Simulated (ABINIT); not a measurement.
# FeO (Wuestite) (R-3m) in ABINIT: band structure with PBEsol

Aim: the band structure of FeO (Wuestite) with PBEsol.

Program: ABINIT 10.8.3 (patched build). These are calculated values, not measurements. Logs are shortened: lines on timing, memory, paths and dates and some standing lists are left out, and cuts for length are marked. The log counts tension as positive stress, the text compression.

**1. The crystal as given**

It takes space group R-3m (No. 166, trigonal). Conventional cell: a = 3.038 Å, b = 3.038 Å, c = 7.559 Å, α = 90.00°, β = 90.00°, γ = 120.00°. Around Fe (site symmetry -3m) lie 6 O at 2.16 Å. O (site symmetry -3m) is surrounded by 6 Fe at 2.16 Å.

**2. Band structure, PBEsol, collinear spin, ferromagnetic start**

run.abi reads:

```
# Datasets: ground state, then fixed potential
ndtset 2

# Pseudopotentials
pp_dirpath "./"
pseudos "Fe.GGA_PBE-JTH.xml, O.GGA_PBE-JTH.xml"

# Structure
acell 5.8011900809 5.8011900809 5.8011900809
rprim
     0.4947528865     0.2856457122     0.8207472866
    -0.4947528865     0.2856457122     0.8207472866
     0.0000000000    -0.5712914244     0.8207472866
ntypat 2
znucl 26 8
natom 2
typat 1 2
xred
     0.0000000000     0.0000000000     0.0000000000
     0.5000000000     0.5000000000     0.5000000000

# Plane-wave basis
ecut 26.0
pawecutdg 48.0
pawxcdev 0

# Exchange and correlation
ixc -116133

# Bands and occupations
occopt 3
tsmear 0.05 eV

# Spin
nsppol 2
spinat
     0.0000000000     0.0000000000     3.0000000000
     0.0000000000     0.0000000000     0.0000000000

# SCF cycle
nstep 100

# Output
iomode 3
prtwf 0
prteig 0
prtebands 0
enunit 1
prtden1 1

# Dataset 1
kptopt1 1
ngkpt1 11 11 11
nshiftk1 1
shiftk1 0.0 0.0 0.0
nband1 16
tolvrs1 1.0e-9

# Dataset 2: bands along G-L-B1
iscf2 -2
getden2 1
nband2 22
nbdbuf2 4
tolwfr2 1.0e-11
kptopt2 -2
ndivsm2 8
prteig2 1
kptbounds2
     0.0000000000     0.0000000000     0.0000000000
     0.5000000000     0.0000000000     0.0000000000
     0.5000000000     0.2474171719    -0.2474171719
```

Potentials or basis: JTH PAW PBE v2.0.

On the command line:

```sh
abinit run.abi > log 2>&1
```

run.abo:

```text
.Version 10.8.3 of ABINIT
 DATASET    1 : space group R-3 m (#166); Bravais hR (rhombohedral)
================================================================================
 Values of the parameters that define the memory need for DATASET  1.
     intxc =       0    ionmov =       0      iscf =      17    lmnmax =      18
     lnmax =       6     mgfft =      30  mpssoang =       3    mqgrid =    3001
     natom =       2  nloc_mem =       2    nspden =       2   nspinor =       1
    nsppol =       2      nsym =      12    n1xccc =       1    ntypat =       2
    occopt =       3   xclevel =       2
       mpw =         887          nfft =       27000          nkpt =         146
 PAW method is used; the additional fine FFT grid is defined by:
   mgfftf=        40    nfftf =     64000
================================================================================
================================================================================

 DATASET    2 : space group R-3 m (#166); Bravais hR (rhombohedral)
================================================================================
 Values of the parameters that define the memory need for DATASET  2.
     intxc =       0    ionmov =       0      iscf =      -2    lmnmax =      18
     lnmax =       6     mgfft =      30  mpssoang =       3    mqgrid =    3001
     natom =       2  nloc_mem =       2    nspden =       2   nspinor =       1
    nsppol =       2      nsym =      12    n1xccc =       1    ntypat =       2
    occopt =       3   xclevel =       2
       mpw =         881          nfft =       27000          nkpt =          19
 PAW method is used; the additional fine FFT grid is defined by:
   mgfftf=        40    nfftf =     64000
================================================================================
================================================================================

--------------------------------------------------------------------------------
------------- Echo of variables that govern the present computation ------------
--------------------------------------------------------------------------------
 -outvars: echo values of preprocessed input variables --------
            acell      5.8011900809E+00  5.8011900809E+00  5.8011900809E+00 Bohr
              amu      5.58470000E+01  1.59994000E+01
             ecut      2.60000000E+01 Hartree
           enunit           1
           getden1          0
           getden2          1
             iscf1         17
             iscf2         -2
                       outvar_i_n : Printing only first  50 k-points.
              ixc     -116133
           jdtset        1    2
                       outvar_i_n : Printing only first  50 k-points.
           kptopt1          1
           kptopt2         -2
         kptrlatt       11    0    0      0   11    0      0    0   11
          kptrlen1     6.31434218E+01
          kptrlen2     3.00000000E+01
            natom           2
            nband1         16
            nband2         22
           nbdbuf1          0
           nbdbuf2          4
           ndtset           2
           ndivsm1          0
           ndivsm2          8
            ngfft          30      30      30
          ngfftdg          40      40      40
             nkpt1        146
             nkpt2         19
           nspden           2
           nsppol           2
            nstep         100
[... 782 lines left out ...]
convergence: {deltae:  0.000E+00, res2:  0.000E+00, residm:  9.940E-12, diffor:  0.000E+00, }
etotal    :  -1.40438416E+02
entropy   :   0.00000000E+00
fermie    :   3.00791550E-01
cartesian_stress_tensor: null
pressure_GPa: null
xred      :
- [  0.0000E+00,   0.0000E+00,   0.0000E+00, Fe]
- [  5.0000E-01,   5.0000E-01,   5.0000E-01,  O]
cartesian_forces: null
force_length_stats: {min: null, max: null, mean: null, }
...

 Integrated electronic and magnetization densities in atomic spheres:
 ------------------------------------------------------------------------------------------------------------
 Radius=ratsph(iatom), smearing ratsm=  0.0000. Diff(up-dn)=approximate z local magnetic moment.
    Atom    Radius    up_density   dn_density  Total(up+dn)  Diff(up-dn)
    1 Fe   2.11532     8.859328     5.275395     14.134723     3.583934
    2  O   1.41465     2.382261     2.096474      4.478735     0.285786
 ------------------------------------------------------------------------------------------------------------
  Sum:                11.241589     7.371869     18.613458     3.869720
 Total magnetization (from the atomic spheres):                3.869720
 Total magnetization (exact up - dn):                          4.001344

================================================================================

 ----iterations are completed or convergence reached----

 Mean square residual over all n,k,spin=   45.643E-13; max=  99.396E-13
 reduced coordinates (array xred) for    2 atoms
       0.000000000000      0.000000000000      0.000000000000
       0.500000000000      0.500000000000      0.500000000000

 cartesian coordinates (angstrom) at end:
    1      0.00000000000000     0.00000000000000     0.00000000000000
    2      0.00000000000000    -0.00000000000000     3.77936592451640
 length scales=  5.801190080900  5.801190080900  5.801190080900 bohr
              =  3.069857584846  3.069857584846  3.069857584846 angstroms
 Eigenvalues (   eV  ) for nkpt=  19  k points, SPIN UP:
 kpt#   1, nband= 22, wtk=  1.00000, kpt=  0.0000  0.0000  0.0000 (reduced coord)
 -81.43414  -47.59859  -47.58478  -47.58478  -12.53725    4.21950    4.26174    4.32115
   4.32115    4.32612    4.32612    4.52010    4.52010    8.06360   23.22539   24.63894
  25.04546   25.04546   28.26089   28.55072   28.55072   31.53627
 kpt#   2, nband= 22, wtk=  1.00000, kpt=  0.0500  0.0000  0.0000 (reduced coord)
 -81.43401  -47.59887  -47.58599  -47.58497  -12.51173    3.84629    3.89897    3.92725
   4.31577    4.35833    4.55647    4.87985    4.91182    8.26089   22.72822   24.60634
  24.97109   25.24333   28.01406   28.25322   28.84354   32.01048
 kpt#   3, nband= 22, wtk=  1.00000, kpt=  0.1000  0.0000  0.0000 (reduced coord)
 -81.43362  -47.59981  -47.58938  -47.58553  -12.43679    3.29454    3.40658    3.47906
   4.37088    4.41326    4.69743    5.36347    5.39286    8.76127   21.72911   24.36520
  24.69378   25.54657   27.57025   27.80153   29.71401   33.01212
 kpt#   4, nband= 22, wtk=  1.00000, kpt=  0.1500  0.0000  0.0000 (reduced coord)
 -81.43301  -47.60200  -47.59392  -47.58640  -12.31739    2.60816    2.98027    3.05842
   4.45671    4.49977    4.81242    5.84459    5.86606    9.40915   20.61571   23.85896
  24.14866   25.78176   27.36631   27.63137   30.93276   34.28868
 kpt#   5, nband= 22, wtk=  1.00000, kpt=  0.2000  0.0000  0.0000 (reduced coord)
[... 44 lines left out ...]
 -81.42747  -47.63019  -47.61179  -47.60882  -11.27893    0.37914    1.36415    1.67561
   4.93020    5.12986    5.51307    6.13145    7.00776   14.98404   15.82554   17.46446
  20.74011   27.43693   28.21626   34.50984   34.75441   36.15265
 kpt#  17, nband= 22, wtk=  1.00000, kpt=  0.5000  0.1856 -0.1856 (reduced coord)
 -81.42720  -47.62762  -47.61631  -47.61007  -11.26672    0.73687    1.31659    1.66872
   4.95198    5.13103    5.47408    5.77774    6.74076   15.61914   15.83709   17.09779
  20.39273   27.47876   27.90322   35.11941   35.97155   36.80447
 kpt#  18, nband= 22, wtk=  1.00000, kpt=  0.5000  0.2165 -0.2165 (reduced coord)
 -81.42704  -47.62661  -47.61936  -47.61003  -11.25991    1.07651    1.28359    1.58498
   5.03321    5.14864    5.43154    5.48345    6.53707   15.45835   16.58672   16.89776
  19.91478   27.66952   27.69853   35.34485   36.21202   37.11080
 kpt#  19, nband= 22, wtk=  1.00000, kpt=  0.5000  0.2474 -0.2474 (reduced coord)
 -81.42702  -47.62778  -47.62045  -47.60824  -11.26004    1.27282    1.29418    1.47643
   5.14636    5.16006    5.28718    5.40566    6.45085   15.37635   16.84519   16.98810
  19.62438   27.62612   27.77560   35.33762   36.26069   37.58644
 Eigenvalues (   eV  ) for nkpt=  19  k points, SPIN DOWN:
 kpt#   1, nband= 22, wtk=  1.00000, kpt=  0.0000  0.0000  0.0000 (reduced coord)
 -77.31670  -43.56215  -43.56195  -43.56195  -11.98835    4.79893    4.90299    4.90299
   7.38614    7.47590    7.47590    8.31764    8.31764    8.87517   23.25930   25.65475
  26.04080   26.04080   29.79621   30.09600   30.09600   32.71804
 kpt#   2, nband= 22, wtk=  1.00000, kpt=  0.0500  0.0000  0.0000 (reduced coord)
 -77.31654  -43.56363  -43.56233  -43.56218  -11.96242    4.65898    4.74437    4.82478
   7.42071    7.50859    7.51362    8.40204    8.40333    9.06918   22.97940   25.61408
  25.97263   26.08990   29.48583   29.72541   30.33339   33.25499
 kpt#   3, nband= 22, wtk=  1.00000, kpt=  0.1000  0.0000  0.0000 (reduced coord)
 -77.31608  -43.56843  -43.56290  -43.56285  -11.88629    4.12860    4.52642    4.61843
   7.51158    7.59196    7.59639    8.63627    8.63956    9.56919   22.27254   25.39474
  25.72003   26.24819   28.93623   29.15585   31.05348   34.30765
 kpt#   4, nband= 22, wtk=  1.00000, kpt=  0.1500  0.0000  0.0000 (reduced coord)
 -77.31536  -43.57590  -43.56389  -43.56380  -11.76499    3.44519    4.24707    4.34120
   7.63872    7.69029    7.72350    8.97378    8.97686   10.22040   21.35547   24.91475
  25.20897   26.47730   28.62214   28.86492   32.08424   35.60079
 kpt#   5, nband= 22, wtk=  1.00000, kpt=  0.2000  0.0000  0.0000 (reduced coord)
[... 45 lines left out ...]
   8.19533    8.34453    8.84499    9.61151   10.32564   15.81442   17.05661   18.37953
  21.70372   28.22392   29.06625   35.05420   35.57041   37.05285
 kpt#  17, nband= 22, wtk=  1.00000, kpt=  0.5000  0.1856 -0.1856 (reduced coord)
 -77.30846  -43.60953  -43.60070  -43.58160  -10.67442    1.50102    2.13397    2.83040
   8.15289    8.24781    8.90080    9.39788   10.13840   16.69419   16.89913   17.98206
  21.36780   28.26696   28.71751   35.81114   36.79019   37.50802
 kpt#  18, nband= 22, wtk=  1.00000, kpt=  0.5000  0.2165 -0.2165 (reduced coord)
 -77.30827  -43.60493  -43.60448  -43.58487  -10.66428    1.83622    2.02755    2.68302
   8.13646    8.18303    8.93935    9.25128    9.99930   16.76945   17.45834   17.76154
  20.89615   28.46197   28.49152   36.36785   37.09497   37.50001
 kpt#  19, nband= 22, wtk=  1.00000, kpt=  0.5000  0.2474 -0.2474 (reduced coord)
 -77.30824  -43.60584  -43.60211  -43.58691  -10.66318    1.98918    2.01046    2.58818
   8.13262    8.15292    8.95638    9.19090    9.94034   16.69020   17.70880   17.85798
  20.61430   28.41051   28.56980   36.50498   37.16166   37.75016

== END DATASET(S) ==============================================================
================================================================================

 -outvars: echo values of variables after computation  --------
            acell      5.8011900809E+00  5.8011900809E+00  5.8011900809E+00 Bohr
           etotal1    -1.4043841642E+02
            fcart1    -0.0000000000E+00 -0.0000000000E+00 -0.0000000000E+00
                      -0.0000000000E+00 -0.0000000000E+00 -0.0000000000E+00
            rprim      4.9475288650E-01  2.8564571220E-01  8.2074728660E-01
                      -4.9475288650E-01  2.8564571220E-01  8.2074728660E-01
                       0.0000000000E+00 -5.7129142440E-01  8.2074728660E-01
           strten1     3.2434779260E-04  3.2434779353E-04  3.5768256034E-04
                       0.0000000000E+00  0.0000000000E+00  0.0000000000E+00
           xangst      0.0000000000E+00  0.0000000000E+00  0.0000000000E+00
                       3.3189447908E-17 -2.0146413972E-17  3.7793659245E+00
             xred      0.0000000000E+00  0.0000000000E+00  0.0000000000E+00
                       5.0000000000E-01  5.0000000000E-01  5.0000000000E-01
 Calculation completed.
```

Wall time 2.9 min (1 thread of Intel Xeon 6975P-C (Granite Rapids), shared host); peak memory 0.22 GiB.

What came out:

- Free energy: -3821.5240 eV
- Pressure: -9.9 GPa
- Band gap on the k mesh: none (metal or under the smearing width)
- Net moment: 4.00 μB per cell
- Site moments: Fe +3.58; O +0.29 μB
- Valence electrons inside the program's atomic spheres: Fe 14.13; O 4.48

Stress tensor (GPa, compression positive):
```
 -9.54   0.00   0.00
  0.00  -9.54   0.00
  0.00   0.00 -10.52
```

Levels at the corners of the path, in eV from the Fermi level:
Spin up:
```tsv
point	band 10	band 11	band 12	band 13	band 14	band 15	band 16	band 17
Γ	-3.86	-3.86	-3.66	-3.66	-0.12	15.04	16.45	16.86
L	-3.02	-2.49	-0.36	-0.33	3.75	8.30	12.02	12.23
B1	-3.02	-2.90	-2.78	-1.73	7.19	8.66	8.80	11.44
```
Spin down:
```
point  band 5  band 6  band 7  band 8  band 9  band 10  band 11  band 12  band 13  band 14
    Γ  -20.17   -3.39   -3.28   -3.28   -0.80    -0.71    -0.71     0.13     0.13     0.69
    L  -18.95   -8.07   -5.28   -5.18    0.38     0.46     0.63     2.74     2.77     4.28
   B1  -18.85   -6.20   -6.17   -5.60   -0.05    -0.03     0.77     1.01     1.76     8.51
```

Caveat: the PAW data sets were made with another functional, which shifts forces and pressure a little; a cell with one magnetic atom can't hold antiferromagnetic order, which such compounds often take; semilocal functionals often make such compounds metallic where correlation or magnetic order opens a gap, which also shifts bond lengths. With open d or f shells a metallic result of PBEsol can be an artefact of self-interaction; +U or a hybrid may open a gap.

**3. For comparison**

An earlier run on the cell as given: functional PBEsol; potentials or basis JTH PAW PBE v2.0; cutoff 707 eV; k mesh 11 × 11 × 11; occupations fermi-dirac, width 0.05 eV; collinear spin, ferromagnetic start; starting moments [3.0, 0.0] μB.

* Pressure: -9.9 GPa
* Band gap on the k mesh: none (metal or under the smearing width)
* Net moment: 4.00 μB per cell
* Site moments: Fe +3.58; O +0.29 μB
* Valence electrons inside the program's atomic spheres: Fe 14.13; O 4.48
